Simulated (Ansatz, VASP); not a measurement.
C: VASP beside Ansatz

The input INCAR:

```
SYSTEM = C
  PREC = Accurate
  ENCUT = 520
  EDIFF = 1E-6
  ISMEAR = 0
  SIGMA = 0.05
  LREAL = .False.
  LASPH = .True.
  NELM = 80
  ALGO = Normal
  ISIF = 2
  LWAVE = .False.
  LCHARG = .True.
  GGA = PE
  LELF = .True.
  LVHAR = .True.
  NBANDS = 11
```

File KPOINTS:

```
Automatic mesh
0
Gamma
  12 12 12
  0 0 0
```

File POSCAR:

```
C
1.0
    0.0000000000      1.7945462500      1.7945462500
    1.7834000000      0.0111462500      1.7834000000
    1.7834000000      1.7834000000      0.0111462500
C
2
Direct
    0.5000000000      0.5000000000      0.5000000000
    0.7500000000      0.7500000000      0.7500000000
```

Input for Ansatz:

```yaml
crystal:
  lattice:
    - [0.0, 1.79454625, 1.79454625]
    - [1.7834, 0.01114625, 1.7834]
    - [1.7834, 1.7834, 0.01114625]
  atoms:
    - { symbol: C, position: [0.5, 0.5, 0.5] }
    - { symbol: C, position: [0.75, 0.75, 0.75] }
basis:
  ecutwfc: 420
kpoints:
  mp_grid: { grid: [12, 12, 12] }
hamiltonian:
  xc: pbe
scf:
  occupations: { method: gaussian, width: 0.05 }
output:
  forces: true
  stress: true
  eigenvalues: true
```

Change from the starting cell: strain +0.0125 x Voigt [0, 0, 0, 1, 0, 0], atoms carried along.

Alike in both runs: task single point; functional PBE; k mesh 12 × 12 × 12; occupations gaussian, width 0.05 eV; no spin polarisation.

|  | VASP | Ansatz |
| --- | --- | --- |
| version | VASP 6.6.1 | Ansatz 0.2.0 |
| potentials or method | VASP PAW PBE potentials, release 64 (C) | scalar-relativistic, plane waves, PAW |
| plane-wave cutoff (eV) | 520 | 420 |
| valence electrons in the cell | 8 | 8 |

|  | VASP | Ansatz | Ansatz less VASP |
| --- | --- | --- | --- |
| gap on the k mesh at the Fermi level (eV) | 4.14 | 4.15 | +0.007 |
| least direct gap on the mesh (eV) | 5.40 | 5.40 | +0.004 |
| pressure (GPa) | 2.5 | 1.8 | -0.68 |
| largest component of the traceless stress (GPa) | 7.13 | 7.07 | -0.053 |
| rms of the force components (eV/Å) | 0.023 | 0.021 | -0.0021 |

Atom by atom the forces differ by 0.002 eV/Å (rms over components). With one functional, cell and mesh, what is left measures potentials, basis and numerics.
